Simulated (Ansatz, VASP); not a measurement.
# AlFe3: VASP beside Ansatz, part 3 of 3

Wanted: the spread between two codes on one cell, functional and k mesh.

VASP 6.6.1 and Ansatz 0.2.0.

So far: The structure; Ansatz: relaxation of cell and atoms, r2SCAN with rVV10; VASP: relaxation of cell and atoms, r2SCAN with rVV10.

## (3) VASP: relaxation of cell and atoms, r2SCAN with rVV10 (continued)

Level of this step: r2SCAN with rVV10, spin-polarised from a ferromagnetic start; plane waves and PAW (Al, Fe) (VASP).

Numbers of over 12 decimals in the logs are rounded to 6 here.

OUTCAR, selected parts (step 3):

```text
ion  position               nearest neighbor table
   1  0.000  0.000  0.000-   3 2.50   4 2.50   4 2.50   4 2.50   4 2.50   3 2.50   3 2.50   3 2.50
                             2 2.89   2 2.89   2 2.89   2 2.89   2 2.89   2 2.89
   2  0.500  0.500  0.500-   3 2.50   4 2.50   3 2.50   3 2.50   3 2.50   4 2.50   4 2.50   4 2.50
                             1 2.89   1 2.89   1 2.89   1 2.89   1 2.89   1 2.89
   3  0.250  0.250  0.250-   1 2.50   2 2.50   1 2.50   1 2.50   1 2.50   2 2.50   2 2.50   2 2.50
                             4 2.89   4 2.89   4 2.89   4 2.89   4 2.89   4 2.89
   4  0.750  0.750  0.750-   1 2.50   2 2.50   2 2.50   2 2.50   2 2.50   1 2.50   1 2.50   1 2.50
                             3 2.89   3 2.89   3 2.89   3 2.89   3 2.89   3 2.89

  LATTYP: Found a face centered cubic cell.
 ALAT       =     5.7742842988

 Subroutine GETGRP returns: Found 48 space group operations
 (whereof 48 operations were pure point group operations)

The static configuration has the point symmetry O_h .

 Found     16 irreducible k-points:

   k-points           NKPTS =     16   k-points in BZ     NKDIM =     16   number of bands    NBANDS=     21

   dimension x,y,z NGX =    30 NGY =   30 NGZ =   30
   dimension x,y,z NGXF=    60 NGYF=   60 NGZF=   60

   ENCUT  =  520.0 eV  38.22 Ry    6.18 a.u.   7.59  7.59  7.59*2*pi/ulx,y,z

   NELECT =      27.0000    total number of electrons

 k-points in reciprocal lattice and weights: Automatic mesh
   0.00000000  0.00000000  0.00000000       0.005
   0.16666667  0.00000000  0.00000000       0.037
   0.33333333  0.00000000  0.00000000       0.037
   0.50000000  0.00000000  0.00000000       0.019
   0.16666667  0.16666667  0.00000000       0.028
   0.33333333  0.16666667  0.00000000       0.111
   0.50000000  0.16666667  0.00000000       0.111
  -0.33333333  0.16666667  0.00000000       0.111
  -0.16666667  0.16666667  0.00000000       0.056
[...]
-0.33333333  0.33333333  0.16666667       0.111
  -0.33333333  0.50000000  0.16666667       0.056

 average (electrostatic) potential at core
       1 -75.3368       2 -47.1533       3 -47.3620       4 -47.3620

 E-fermi :   7.0588

 spin component 1
 k-point     1 :       0.0000    0.0000    0.0000
  band No.  band energies     occupation
    ...
     12       5.1379      1.00000
     13       5.1379      1.00000
     14       5.1379      1.00000
     15       5.3434      1.00000
     16       5.3434      1.00000
     17      12.4837      0.00000
     18      12.4837      0.00000
     19      12.4838      0.00000
     20      12.7260      0.00000
     21      12.7260      0.00000

 k-point     2 :       0.1667    0.0000    0.0000
  band No.  band energies     occupation
    ...
     12       4.8433      1.00000
     13       5.0603      1.00000
     14       5.0604      1.00000
     15       5.4725      1.00000
     16       5.4725      1.00000
     17       9.5515      0.00000
     18      11.6325      0.00000
     19      11.6325      0.00000
     20      13.0346      0.00000
     21      13.3585      0.00000

 k-point     3 :       0.3333    0.0000    0.0000
  band No.  band energies     occupation
    ...
     13       5.0412      1.00000
     14       5.0412      1.00000
     15       5.5193      1.00000
     16       5.5193      1.00000
     17       6.9920      0.79171
     18      11.2167      0.00000
     19      11.2167      0.00000
     20      12.3491      0.00000
     21      12.3492      0.00000

 k-point     4 :       0.5000    0.0000    0.0000
  band No.  band energies     occupation
    ...
     13       5.0387      1.00000
     14       5.0387      1.00000
     15       5.5023      1.00000
     16       5.5023      1.00000
     17       6.0015      1.00000
     18      11.3484      0.00000
     19      11.3484      0.00000
     20      11.5691      0.00000
     21      11.5692      0.00000

 k-point     5 :       0.1667    0.1667    0.0000
  band No.  band energies     occupation
    ...
     12       4.8599      1.00000
     13       4.9121      1.00000
     14       5.1220      1.00000
     15       5.3349      1.00000
     16       5.5124      1.00000
     17      10.0680      0.00000
     18      10.0681      0.00000
     19      11.2134      0.00000
     20      11.9644      0.00000
     21      12.7881      0.00000

 k-point     6 :       0.3333    0.1667    0.0000
  band No.  band energies     occupation
    ...
     12       4.6842      1.00000
     13       4.8768      1.00000
     14       5.1181      1.00000
     15       5.3782      1.00000
     16       5.5475      1.00000
     17       7.6754      0.00000
     18       9.1632      0.00000
     19       9.8310      0.00000
     20      11.8347      0.00000
     21      13.6433      0.00000

  Total       -0.0004858     -0.0004858     -0.0004858     -0.0000000     -0.0000000      0.0000000
  in kB       -0.0163870     -0.0163870     -0.0163870     -0.0000000     -0.0000000      0.0000000
  external PRESSURE =      -0.0163870 kB  Pullay stress =       0.0000000 kB

  energy-cutoff  :      520.00
  volume of cell :       47.49
      direct lattice vectors                 reciprocal lattice vectors
     0.000000000  2.874308761  2.874308761    -0.173954868  0.173954868  0.173954868
     2.874308761 -0.000000000  2.874308761     0.173954868 -0.173954868  0.173954868
     2.874308761  2.874308761  0.000000000     0.173954868  0.173954868 -0.173954868

 POSITION                                       TOTAL-FORCE (eV/Angst)
 -----------------------------------------------------------------------------------
      0.00000      0.00000      0.00000         0.000000      0.000000     -0.000000
      2.87431      2.87431      2.87431         0.000000      0.000000     -0.000000
      1.43715      1.43715      1.43715         0.000000      0.000000      0.000000
      4.31146      4.31146      4.31146        -0.000000     -0.000000     -0.000000
 -----------------------------------------------------------------------------------
    total drift:                                0.000000     -0.000000      0.000000

  FREE ENERGIE OF THE ION-ELECTRON SYSTEM (eV)
  ---------------------------------------------------
  free  energy   TOTEN  =       -49.8011375727 eV

  energy  without entropy=      -49.7693292669  energy(sigma->0) =      -49.78523342

 reached required accuracy - stopping structural energy minimisation

 total charge
# of ion       s       p       d       tot
------------------------------------------
    1        0.411   0.452   0.000   0.863
    2        0.478   0.548   6.225   7.252
    3        0.463   0.562   6.252   7.276
    4        0.463   0.562   6.252   7.276
--------------------------------------------------
tot          1.814   2.125  18.728  22.667

 magnetization (x)
# of ion       s       p       d       tot
------------------------------------------
    1       -0.016  -0.071   0.000  -0.087
    2       -0.008  -0.074   2.613   2.532
    3        0.009  -0.062   2.523   2.470
    4        0.009  -0.062   2.523   2.470
--------------------------------------------------
tot         -0.006  -0.270   7.660   7.384

[... 6 further parts left out ...]
```

CONTCAR:

```
AlFe3
   1.00000000000000
     0.0000000000000000    2.8743087607694884    2.8743087607694884
     2.8743087607694884   -0.0000000000000000    2.8743087607694884
     2.8743087607694884    2.8743087607694884    0.0000000000000000
  Al              Fe
     1     3
Direct
     0.0000000000000000    0.0000000000000000    0.0000000000000000
     0.5000000000000000    0.5000000000000000    0.5000000000000000
     0.2500000000000000    0.2500000000000000    0.2500000000000000
     0.7500000000000000    0.7500000000000000    0.7500000000000000
```

The magnetic state follows from one typed start and may not be the lowest. SCAN-type functionals tend to overstate the moments of itinerant magnets.

## (4) Comparison

Known differences besides the potentials themselves: VASP keeps PBE cores, Ansatz makes them for the functional; both relaxations stop at a tolerance, which leaves soft axes loose, and VASP keeps its plane-wave basis; the data sets hold 51 valence electrons in Ansatz (default PAW (the set named soft_2) files) and 27 in VASP; the cutoff is 500 eV in Ansatz and 520 eV in VASP; Ansatz adds a Pulay correction to the stress that steers its cell, VASP none; site moments are counted in spheres of each program's own size. Total energies have different zeros and are not compared.

The two programs side by side:

```
                                         quantity  Ansatz   VASP  difference
                                      volume (Å³)   47.55  47.49     +0.13 %
edge a after relaxation, in the typed setting (Å)   4.067  4.065     +0.04 %
                                total moment (μB)    7.10   7.07       +0.03
                               moment on Fe2 (μB)    2.59   2.53       +0.06
                               moment on Fe3 (μB)    2.53   2.47       +0.06
                               moment on Fe4 (μB)    2.53   2.47       +0.06
                               moment on Al1 (μB)   -0.12  -0.09       -0.04
```

The walks stopped with 0.00 GPa left in Ansatz and 0.00 GPa in VASP; each walk ends within a tolerance, so the volume difference is uncertain by about these residues over the bulk modulus, most in soft cells.

## (5) Summary of results

```yaml
difference_in_volume_relaxation_of_cell_and_atoms_r2scan_with_rvv10: 0.13 %
```

The difference in volume is 0.13 % (relaxation of cell and atoms, r2SCAN with rVV10), within the 1.2 % picked in this series as the mark of a large difference, as far as the stopping tolerances let one tell. Such differences can come from data sets, numerical settings and the points named under the comparisons, not from the functional's error against experiment.

[Lines on the potential files, build, host, timing and source positions are cut from VASP's logs without a mark.]

[Logs are printed without paths, hosts, clocks, repeated set-up lines and the standing remarks that a program may print on its own settings, such as how far it seeks lower states.]

[Hosts, paths, dates, database ids (printed as entryN), source tags and the programs' standing remarks are cut or masked in the printed files.]
